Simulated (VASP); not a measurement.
# TePb (Fm-3m) in VASP: convergence with k mesh

Aim: find how far k mesh must go before the results for TePb settle, at PBEsol. This setting moves, with any that are tied to it; all else stays.

Program: VASP 6.6.1. These are calculated values, not measurements. Logs are shortened: lines on timing, memory, paths and dates and some standing lists are left out, and cuts for length are marked.

### Step 1. The crystal as given

Symmetry: Fm-3m, No. 225, cubic system. Conventional cell: a = 6.462 Å, b = 6.462 Å, c = 6.462 Å, α = 90.00°, β = 90.00°, γ = 90.00°. Pb (site symmetry m-3m) is surrounded by 6 Te at 3.23 Å. Around Te (site symmetry m-3m) lie 6 Pb at 3.23 Å.

### Step 2. With k mesh 2 × 2 × 2

Contents of INCAR:

```
PREC = Accurate
ENCUT = 500
EDIFF = 1E-6
ISMEAR = 0
SIGMA = 0.02
LREAL = F
LASPH = T
NELM = 80
ALGO = Fast
ISIF = 2
LWAVE = F
LCHARG = F
GGA = PS
```

Contents of KPOINTS:

```
regular mesh
0
Gamma
  2 2 2
```

Contents of POSCAR:

```
TePb
1.0
    0.0000000000      3.2310000000      3.2310000000
    3.2310000000      0.0000000000      3.2310000000
    3.2310000000      3.2310000000      0.0000000000
Pb Te
1 1
Direct
    0.0000000000      0.0000000000      0.0000000000
    0.5000000000      0.5000000000      0.5000000000
```

Potentials or basis: VASP PAW PBE potentials, release 64 (Pb, Te).

The run is started by

```sh
$ cat potpaw_PBE.64/Pb/POTCAR potpaw_PBE.64/Te/POTCAR > POTCAR
$ mpirun -np 1 vasp_std > vasp.out
```

It took 4.1 s on 1 thread of Intel Xeon 6975P-C (Granite Rapids), shared host; peak memory 0.2 GiB.

Results:

| Property | Result |
| --- | --- |
| Free energy | -6.5510 eV |
| Pressure | 7.0 GPa |
| Band gap on the k mesh | 0.51 eV, direct |

### Step 3. With k mesh 3 × 3 × 3

INCAR is that of step 2.

Contents of KPOINTS:

```
regular mesh
0
Gamma
  3 3 3
```

POSCAR is that of step 2.

Potentials or basis: VASP PAW PBE potentials, release 64 (Pb, Te).

The run is started by

```sh
$ cat potpaw_PBE.64/Pb/POTCAR potpaw_PBE.64/Te/POTCAR > POTCAR
$ mpirun -np 1 vasp_std > vasp.out
```

Wall time 4.1 s (1 thread of Intel Xeon 6975P-C (Granite Rapids), shared host); peak memory 0.19 GiB.

What came out:

```yaml
Free_energy: -8.3228 eV
Pressure: -0.5 GPa
```

### Step 4. With k mesh 4 × 4 × 4

INCAR is that of step 3.

Contents of KPOINTS:

```
regular mesh
0
Gamma
  4 4 4
```

POSCAR is that of step 3.

The run is started by

```sh
$ cat potpaw_PBE.64/Pb/POTCAR potpaw_PBE.64/Te/POTCAR > POTCAR
$ mpirun -np 1 vasp_std > vasp.out
```

It took 4.7 s on 1 thread of Intel Xeon 6975P-C (Granite Rapids), shared host; peak memory 0.2 GiB.

What came out:

```
Free energy            : -8.2661 eV
Pressure               : -0.4 GPa
Band gap on the k mesh : 0.67 eV, direct
```

### Step 5. With k mesh 5 × 5 × 5

INCAR is that of step 4.

Contents of KPOINTS:

```
regular mesh
0
Gamma
  5 5 5
```

POSCAR is that of step 4.

The run is started by

```sh
$ cat potpaw_PBE.64/Pb/POTCAR potpaw_PBE.64/Te/POTCAR > POTCAR
$ mpirun -np 1 vasp_std > vasp.out
```

Run time: 5 s. Hardware: 1 thread of Intel Xeon 6975P-C (Granite Rapids), shared host; peak memory 0.21 GiB.

What came out:

```yaml
Free_energy: -8.2745 eV
Pressure: -0.4 GPa
```

### Step 6. With k mesh 7 × 7 × 7

INCAR is that of step 5.

Contents of KPOINTS:

```
regular mesh
0
Gamma
  7 7 7
```

POSCAR is that of step 5.

Potentials or basis: VASP PAW PBE potentials, release 64 (Pb, Te).

The run is started by

```sh
$ cat potpaw_PBE.64/Pb/POTCAR potpaw_PBE.64/Te/POTCAR > POTCAR
$ mpirun -np 1 vasp_std > vasp.out
```

Run time: 6.9 s. Hardware: 1 thread of Intel Xeon 6975P-C (Granite Rapids), shared host; peak memory 0.21 GiB.

What came out:

| Property | Result |
| --- | --- |
| Free energy | -8.2740 eV |
| Pressure | -0.4 GPa |

### Step 7. With k mesh 8 × 8 × 8

INCAR is that of step 6.

Contents of KPOINTS:

```
regular mesh
0
Gamma
  8 8 8
```

POSCAR is that of step 6.

The run is started by

```sh
$ cat potpaw_PBE.64/Pb/POTCAR potpaw_PBE.64/Te/POTCAR > POTCAR
$ mpirun -np 1 vasp_std > vasp.out
```

Run time: 8.7 s. Hardware: 1 thread of Intel Xeon 6975P-C (Granite Rapids), shared host; peak memory 0.22 GiB.

What came out:

```yaml
Free_energy: -8.2724 eV
Pressure: -0.4 GPa
Band_gap_on_the_k_mesh: 0.67 eV, direct
```

### Step 8. With k mesh 10 × 10 × 10

INCAR is that of step 7.

Contents of KPOINTS:

```
regular mesh
0
Gamma
  10 10 10
```

POSCAR is that of step 7.

The run is started by

```sh
$ cat potpaw_PBE.64/Pb/POTCAR potpaw_PBE.64/Te/POTCAR > POTCAR
$ mpirun -np 1 vasp_std > vasp.out
```

It took 12 s on 1 thread of Intel Xeon 6975P-C (Granite Rapids), shared host; peak memory 0.22 GiB.

Results:

```
Free energy            : -8.2725 eV
Pressure               : -0.4 GPa
Band gap on the k mesh : 0.67 eV, direct
```

### Step 9. With k mesh 12 × 12 × 12

INCAR is that of step 8.

Contents of KPOINTS:

```
regular mesh
0
Gamma
  12 12 12
```

POSCAR is that of step 8.

Potentials or basis: VASP PAW PBE potentials, release 64 (Pb, Te).

The run is started by

```sh
$ cat potpaw_PBE.64/Pb/POTCAR potpaw_PBE.64/Te/POTCAR > POTCAR
$ mpirun -np 1 vasp_std > vasp.out
```

OUTCAR:

```text
PREC = Accurate
   ENCUT = 500
   EDIFF = 1E-6
   ISMEAR = 0
   LREAL = F
   LASPH = T
   NELM = 80
   ISIF = 2
   GGA = PS

 ion  position               nearest neighbor table
   1  0.000  0.000  0.000-   2 3.23   2 3.23   2 3.23   2 3.23   2 3.23   2 3.23
   2  0.500  0.500  0.500-   1 3.23   1 3.23   1 3.23   1 3.23   1 3.23   1 3.23

  LATTYP: Found a face centered cubic cell.
 ALAT       =     6.4620000000

  Lattice vectors:

 A1 = (   0.0000000000,   3.2310000000,   3.2310000000)
 A2 = (   3.2310000000,   0.0000000000,   3.2310000000)
 A3 = (   3.2310000000,   3.2310000000,   0.0000000000)

Analysis of symmetry for initial positions (statically):
=====================================================================
 Subroutine PRICEL returns:
 Original cell was already a primitive cell.

 Routine SETGRP: Setting up the symmetry group for a
 face centered cubic supercell.

 Subroutine GETGRP returns: Found 48 space group operations
 (whereof 48 operations were pure point group operations)
 out of a pool of 48 trial point group operations.

The static configuration has the point symmetry O_h .

Analysis of symmetry for dynamics (positions and initial velocities):
=====================================================================
 Subroutine PRICEL returns:
 Original cell was already a primitive cell.

 Routine SETGRP: Setting up the symmetry group for a
 face centered cubic supercell.

 Subroutine GETGRP returns: Found 48 space group operations
 (whereof 48 operations were pure point group operations)
 out of a pool of 48 trial point group operations.

The dynamic configuration has the point symmetry O_h .

 Subroutine INISYM returns: Found 48 space group operations
 (whereof 48 operations are pure point group operations),
 and found     1 'primitive' translations

----------------------------------------------------------------------------------------

                                     Primitive cell

  volume of cell :      67.4592

  direct lattice vectors                    reciprocal lattice vectors
     0.000000000  3.231000000  3.231000000    -0.154750851  0.154750851  0.154750851
     3.231000000  0.000000000  3.231000000     0.154750851 -0.154750851  0.154750851
     3.231000000  3.231000000  0.000000000     0.154750851  0.154750851 -0.154750851

  length of vectors
     4.569324020  4.569324020  4.569324020     0.268036337  0.268036337  0.268036337

  position of ions in fractional coordinates (direct lattice)
     0.000000000  0.000000000  0.000000000
     0.500000000  0.500000000  0.500000000

  ion indices of the primitive-cell ions
   primitive index   ion index
                 1           1
                 2           2

----------------------------------------------------------------------------------------

 KPOINTS: regular mesh

Automatic generation of k-mesh.
 Grid dimensions read from file:
 generate k-points for:   12   12   12

 Generating k-lattice:

  Cartesian coordinates                     Fractional coordinates (reciprocal lattice)
    -0.012895904  0.012895904  0.012895904     0.083333333  0.000000000  0.000000000
     0.012895904 -0.012895904  0.012895904     0.000000000  0.083333333  0.000000000
     0.012895904  0.012895904 -0.012895904     0.000000000  0.000000000  0.083333333

  Length of vectors
     0.022336361  0.022336361  0.022336361

  Shift w.r.t. Gamma in fractional coordinates (k-lattice)
     0.000000000  0.000000000  0.000000000

 Subroutine IBZKPT returns following result:
 ===========================================

 Found     72 irreducible k-points:

 Following reciprocal coordinates:
            Coordinates               Weight
  0.000000  0.000000  0.000000      1.000000
  0.083333  0.000000  0.000000      8.000000
  0.166667  0.000000  0.000000      8.000000
  0.250000  0.000000  0.000000      8.000000
  0.333333  0.000000  0.000000      8.000000
  0.416667  0.000000  0.000000      8.000000
[... 16 lines left out ...]
  0.500000  0.166667  0.000000     24.000000
 -0.416667  0.166667  0.000000     24.000000
 [... further k-points ...]
   k-points           NKPTS =     72   k-points in BZ     NKDIM =     72   number of bands    NBANDS=      9
   number of dos      NEDOS =    301   number of ions     NIONS =      2
   total plane-waves  NPLWV =  46656
   dimension x,y,z NGX =    36 NGY =   36 NGZ =   36
   dimension x,y,z NGXF=    72 NGYF=   72 NGZF=   72
   ions per type =               1   1
   NGX,Y,Z   is equivalent  to a cutoff of  13.10, 13.10, 13.10 a.u.
   NGXF,Y,Z  is equivalent  to a cutoff of  26.20, 26.20, 26.20 a.u.
 SYSTEM =  unknown system
   PREC   = accura    normal or accurate (medium, high low for compatibility)
   ISTART =      0    job   : 0-new  1-cont  2-samecut
   ICHARG =      2    charge: 1-file 2-atom 10-const
   ISPIN  =      1    spin polarized calculation?
   LNONCOLLINEAR =      F non collinear calculations
   LSORBIT =      F    spin-orbit coupling
   LASPH  =      T    aspherical Exc in radial PAW
   ENCUT  =  500.0 eV  36.75 Ry    6.06 a.u.   8.33  8.33  8.33*2*pi/ulx,y,z
   NELM   =     80;   NELMIN=  2; NELMDL= -5     # of ELM steps
   EDIFF  = 0.1E-05   stopping-criterion for ELM
   LREAL  =      F    real-space projection
   EDIFFG = 0.1E-04   stopping-criterion for IOM
   NSW    =      0    number of steps for IOM
   IBRION =     -1    ionic relax: 0-MD 1-quasi-New 2-CG
   NFREE  =      0    steps in history (QN), initial steepest desc. (CG)
   ISIF   =      2    stress and relaxation
   ISYM   =      2    0-nonsym 1-usesym 2-fastsym
   POTIM  = 0.5000    time-step for ionic-motion
   TEBEG  =    0.0;   TEEND  =   0.0 temperature during run
   PSTRESS=    0.0 pullay stress
   NELECT =      10.0000    total number of electrons
   NUPDOWN=      -1.0000    fix difference up-down
   EMIN   =  10.00;   EMAX   =-10.00  energy-range for DOS
   EFERMI =   0.00;   METHOD = LEGACY
   ISMEAR =     0;   SIGMA  =   0.02  broadening in eV -4-tet -1-fermi 0-gaus
   EFERMI_NEDOS =   21; number of points for ismear=-14 and -15
   IALGO  =     68    algorithm
   IMIX   =      4    mixing-type and parameters
     AMIX     =   0.40;   BMIX     =  1.00
     AMIX_MAG =   1.60;   BMIX_MAG =  1.00
  volume/ion in A,a.u.               =      33.73       227.62
  Fermi-wavevector in a.u.,A,eV,Ry     =   0.866419  1.637294 10.213643  0.750682
  Thomas-Fermi vector in A             =   1.984805
   LORBIT       =      0    0 simple, 1 ext, 2 COOP (PROOUT), +10 PAW based schemes
   GGA     = PS    functional components
   LHFCALC =     F    Hartree Fock is set to
   AEXX    =    0.0000 exact exchange contribution
   IVDW    =     0    specifies the selected vdW correction
   LEPSILON=     F    determine dielectric tensor
   LRPA    =     F    only Hartree local field effects (RPA)
 non-spin polarized calculation
 RMM-DIIS sequential band-by-band and
 Gauss-broadening in eV      SIGMA  =   0.02
  energy-cutoff  :      500.00
  volume of cell :       67.46
 maximum number of plane-waves:      1736
 NGX is ok and might be reduce to    36
   NGX = 17   NGY = 17   NGZ = 17

 number of electron      10.0000000 magnetization

 Free energy of the ion-electron system (eV)
  ---------------------------------------------------
  ext. energy  EPLUGINS =         0.00000000
  ---------------------------------------------------
  free energy    TOTEN  =        -8.27250071 eV

  energy without entropy =       -8.27250071  energy(sigma->0) =       -8.27250071

 E-fermi :   4.5352     XC(G=0):  -9.3910

 val. band max:        4.4217037123   @ k =   0.5000   0.0000   0.0000
 cond. band min:       5.0877733760   @ k =   0.5000   0.0000   0.0000
 fundamental gap:      0.6660696637
 Fermi energy:         4.5351727714

 k-point     1 :       0.0000    0.0000    0.0000
  band No.  band energies     occupation
      1      -7.6101      2.00000
      2      -1.1749      2.00000
      3       3.0858      2.00000
      4       3.0858      2.00000
      5       3.0858      2.00000
      6       8.4855      0.00000
      7       8.4855      0.00000
      8       8.4855      0.00000
      9      10.1602      0.00000
[... 265 lines left out ...]
 k-point    24 :      -0.4167    0.1667    0.0000
  band No.  band energies     occupation
      1      -6.0874      2.00000
      2      -3.9904      2.00000
      3       1.8188      2.00000
      4       3.0501      2.00000
      5       3.4619      2.00000
      6       6.1927      0.00000
      7       6.3998      0.00000
      8       8.0249      0.00000
      9      11.5958      0.00000

 [... further k-points ...]

------------------------ aborting loop because EDIFF is reached ----------------------------------------

  FORCE on cell =-STRESS in cart. coord.  units (eV):
  Direction    XX          YY          ZZ          XY          YZ          ZX
  --------------------------------------------------------------------------------------
  -------------------------------------------------------------------------------------
  Total       -0.1816063     -0.1816063     -0.1816063      0.0000000      0.0000000      0.0000000
  in kB       -4.3132107     -4.3132107     -4.3132107      0.0000000      0.0000000      0.0000000
  external PRESSURE =      -4.3132107 kB  Pullay stress =       0.0000000 kB

 VOLUME and BASIS-vectors are now :
 -----------------------------------------------------------------------------
  energy-cutoff  :      500.00
  volume of cell :       67.46
      direct lattice vectors                 reciprocal lattice vectors
     0.000000000  3.231000000  3.231000000    -0.154750851  0.154750851  0.154750851
     3.231000000  0.000000000  3.231000000     0.154750851 -0.154750851  0.154750851
     3.231000000  3.231000000  0.000000000     0.154750851  0.154750851 -0.154750851

 POSITION                                       TOTAL-FORCE (eV/Angst)
 -----------------------------------------------------------------------------------
      0.00000      0.00000      0.00000         0.000000     -0.000000     -0.000000
      3.23100      3.23100      3.23100        -0.000000      0.000000      0.000000
 -----------------------------------------------------------------------------------
    total drift:                                0.000000      0.000000      0.000000

  FREE ENERGIE OF THE ION-ELECTRON SYSTEM (eV)
  ---------------------------------------------------
  free  energy   TOTEN  =        -8.2725007149 eV

  energy  without entropy=       -8.2725007149  energy(sigma->0) =       -8.27250071
```

It took 17 s on 1 thread of Intel Xeon 6975P-C (Granite Rapids), shared host; peak memory 0.24 GiB.

What came out:

| Item | Value |
| --- | --- |
| Free energy | -8.2725 eV |
| Pressure | -0.4 GPa |
| Band gap on the k mesh | 0.67 eV, direct |

### Step 10. The series at a glance

```tsv
k mesh	energy less the tightest run, at zero smearing (meV/atom)	pressure (GPa)	SCF cycles	CPU time (s)	peak memory (GiB)
2 × 2 × 2	860.76	6.97	13	3.6	0.2
3 × 3 × 3	-25.15	-0.53	12	3.7	0.19
4 × 4 × 4	3.22	-0.43	12	4.3	0.2
5 × 5 × 5	-0.99	-0.44	12	4.6	0.21
7 × 7 × 7	-0.75	-0.45	12	6.6	0.21
8 × 8 × 8	0.07	-0.42	12	8.4	0.22
10 × 10 × 10	-0.01	-0.43	12	12	0.22
12 × 12 × 12	0.00	-0.43	12	17	0.24
```

Against the tightest run, the energy stays within 1 meV/atom from 5 × 5 × 5 on; the pressure stays within 0.1 GPa from 3 × 3 × 3 on. Meshes of other sizes hit other points, so gaps and Fermi surfaces needn't settle smoothly. The tightest run that finished is the yardstick and may itself not be fully converged.

Caveats: the PAW data sets were made with another functional, which shifts forces and pressure a little; spin-orbit coupling is left out, which as a rule narrows the gap of such compounds by several tenths of an eV.
